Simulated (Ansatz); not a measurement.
Mg₂Sn

**What was measured.** A cell as deposited of cubic Mg2Sn (space group Fm-3m), temperature not stated, from the Crystallography Open Database (1963), has a = 6.765 Å and 25.80 Å³/atom.

Method: PBE, scalar-relativistic; no spin polarisation; PAW, 420 eV, 10×10×10 k-mesh, Gaussian smearing of 0.05 eV; code Ansatz; PAW files: Ansatz's generated set soft_2.

```xyz
3
Lattice="0.0000 3.4081 3.4081 3.4081 0.0000 3.4081 3.4081 3.4081 0.0000" Properties=species:S:1:pos:R:3 pbc="T T T"
Mg    1.7040    1.7040    1.7040
Mg    5.1121    5.1121    5.1121
Sn    0.0000    0.0000    0.0000
```

The chain of runs began from a cell as deposited in COD, expanded in volume.

The cell above was scaled in volume, its shape and atoms being fixed by the lattice's symmetry. Energies are counted from the cell above.

Cell and atoms are those of this level's equilibrium.

```tsv
V (Å³/atom)	ΔE (meV/atom)	P (GPa)
25.33	5.7	1.8
25.86	1.4	0.9
26.39	0.0	0.0
26.92	1.3	-0.8
27.44	5.0	-1.5
```

Problem. What do the points give for the equilibrium volume, the bulk modulus and its pressure derivative (third-order Birch–Murnaghan)?

Solution. V0 = 26.39 Å³/atom, B0 = 40 GPa, B0′ = 4.3.

B0·V0 = 40.3 GPa × 26.39 Å³ = 6.64 eV/atom sets the scale: near the minimum ΔE ≈ ½ B0 V0 x², with x = V/V0 − 1, and a pressure of 0.4 GPa squeezes the volume by about 1 %. At the ends of the curve: x = −4.0 % predicts 5.3 meV/atom and the run gives 5.7; x = +4.0 % predicts 5.3 meV/atom and the run gives 5.0. The curve is steeper than the parabola on the compressed side and flatter on the expanded side: the bulk modulus rises with pressure.

**Against experiment.** PBE gives 6.816 Å and 26.39 Å³/atom, +2.3 % in volume (+0.8 % in length) from the database's cell. PBE usually overestimates volumes by a few per cent. The static lattice also lacks zero-point motion and thermal expansion, roughly 1.2 to 2.9 % in volume at 300 K (room temperature assumed) by Grüneisen's rule, γ·3k_BT/(B0·V0) with γ of 1 to 2.5, so its own overestimate is larger than the figure. The run is a metal.
